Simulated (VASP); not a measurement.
Input of a VASP 6.6.1 run:

INCAR

```
PREC = Accurate
ENCUT = 520
EDIFF = 1E-7
ISMEAR = 0
SIGMA = 0.02
LREAL = F
LASPH = T
NELM = 80
ALGO = Fast
ISIF = 2
LWAVE = F
LCHARG = T
MAGMOM = 0 0 0 0 0 0
LORBIT = 11
LSORBIT = T
GGA_COMPAT = F
GGA = CA
LVHAR = T
```

KPOINTS

```
Automatic mesh
0
Gamma
  8 8 8
```

Contents of POSCAR:

```
GaAs
1.0
    0.0000000000      2.8452190886      2.8452190886
    2.8452190886      0.0000000000      2.8452190886
    2.8452190886      2.8452190886      0.0000000000
Ga As
1 1
Direct
    0.0000000000      0.0000000000      0.0000000000
    0.2500000000      0.2500000000      0.2500000000
```

Potentials or basis: VASP PAW LDA potentials, release 64 (Ga_d, As).

The run is started by

```console
$ cat potpaw_LDA.64/Ga_d/POTCAR potpaw_LDA.64/As/POTCAR > POTCAR
$ mpirun -np 1 vasp_ncl > vasp.out
```

**Question.** What does it give for the pressure?

**Answer.** -2.9 GPa.

**Question.** Predict the net moment.

**Answer.** 0.00 μB per cell.

Moments on the atoms (μB; x, y, z):
```
Ga  0.00 0.00 0.00
As  0.00 0.00 0.00
```
